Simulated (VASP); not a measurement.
**MgS in VASP: how settings move the PBE single point**

The PBE single point of zincblende MgS, under -5.2 % strain along z alone is repeated with altered inputs. Which of them can be trusted? This is a trial cell built on a prototype, not taken from a measured structure, and it needn't be the compound's ground state.

The runs shown are made with VASP 6.6.1. PAW datasets, plane waves. Computed, not measured; no magnetism was allowed (in the reference), and the structure may never have been made.

### 1 The structure to begin with

The cell comes from an earlier relaxation with r2SCAN in another program, then strained, with the atoms relaxed again. Some of the altered inputs switch spin polarisation on.

It is tetragonal, I-4m2 (No. 119); a = 4.003 Å, c = 5.370 Å in the conventional setting, 21.52 Å³ an atom. Near Mg stand 4 S at 2.41 Å; near S stand 4 Mg at 2.41 Å.

Structure file:

```cif
data_structure
_symmetry_space_group_name_H-M 'P 1'
_symmetry_Int_Tables_number 1
_cell_length_a 3.9017
_cell_length_b 3.9017
_cell_length_c 4.0035
_cell_angle_alpha 59.134
_cell_angle_beta 59.134
_cell_angle_gamma 61.733
_cell_volume 43.04
loop_
_atom_site_label
_atom_site_type_symbol
_atom_site_fract_x
_atom_site_fract_y
_atom_site_fract_z
_atom_site_occupancy
Mg1 Mg 0.00000 0.00000 0.00000 1
S1 S 0.25000 0.25000 0.25000 1
```

### 2 Reference

Contents of INCAR:

```
ENCUT = 520.000000
SIGMA = 0.020000
EDIFF = 1.00e-07
GGA = PE
PREC = Accurate
IBRION = -1
ISIF = 2
ISMEAR = -1
NBANDS = 11
NELM = 120
NSW = 0
LASPH = .TRUE.
LCHARG = .FALSE.
LWAVE = .FALSE.
LREAL = .FALSE.
```

Contents of KPOINTS:

```
KPOINTS created by Atomic Simulation Environment
0
Gamma
8 8 8
0 0 0
```

Contents of POSCAR:

```
Mg S
 1.0000000000000000
     0.0000000000000000    2.8308768389000001    2.6850866817000001
     2.8308768389000001    0.0000000000000000    2.6850866817000001
     2.8308768389000001    2.8308768389000001    0.0000000000000000
 Mg  S
   1   1
Cartesian
  0.0000000000000000  0.0000000000000000  0.0000000000000000
  1.4154384194500000  1.4154384194500000  1.3425433408499998
```

A file KPOINTS_OPT adds named points for the levels; it doesn't enter the self-consistent loop.

Potentials: the recommended PBE PAW datasets, 8 valence electrons.

Started as:

```bash
mpirun -np 1 vasp_std
```

### 3 Altered input 1

Edit INCAR of step 2 so:

```diff
@@ -15 +15,2 @@
 LREAL = .FALSE.
+IVDW = 20
```

KPOINTS is that of step 2.

POSCAR is that of step 2.

### 4 Altered input 2

Edit INCAR of step 2 so:

```diff
@@ -15 +15,2 @@
 LREAL = .FALSE.
+AMIX = 0.8
```

KPOINTS is that of step 2.

POSCAR is that of step 2.

### 5 Altered input 3

Edit INCAR of step 2 so:

```diff
@@ -9,3 +9,2 @@
 NBANDS = 11
-NELM = 120
 NSW = 0
@@ -15 +14,5 @@
 LREAL = .FALSE.
+IVDW = 12
+ISPIN = 2
+MAGMOM = 2 -2
+NELM = 79
```

Contents of KPOINTS:

```
KPOINTS created by Atomic Simulation Environment
0
Monkhorst-Pack
8 8 8
0 0 0
```

POSCAR is that of step 2.

**Question.** What will these runs give? Wanted: for each run, changed; ending; energy change; pressure; electronic steps; usable.

**Answer**, as computed:

| run | changed | ending | energy change (meV/atom) | pressure (GPa) | gap on the mesh (eV; negative: overlap) | electronic steps | time | usable |
| --- | --- | --- | --- | --- | --- | --- | --- | --- |
| ref. | – | converged | 0 | 4.3 | 3.63 | 13 | 13 s | yes |
| 1 | IVDW = 20 | converged | – | 3.2 | 3.63 | 13 | 14 s | yes |
| 2 | AMIX = 0.8 | converged | 0.0 | 4.3 | 3.63 | 12 | 11 s | yes |
| 3 | IVDW = 12, ISPIN = 2, MAGMOM = 2 -2, NELM = 79, shifted mesh | converged | – | 2.0 | – | 16 | 62 s | yes |

Of 3 altered inputs, 3 gave usable results.
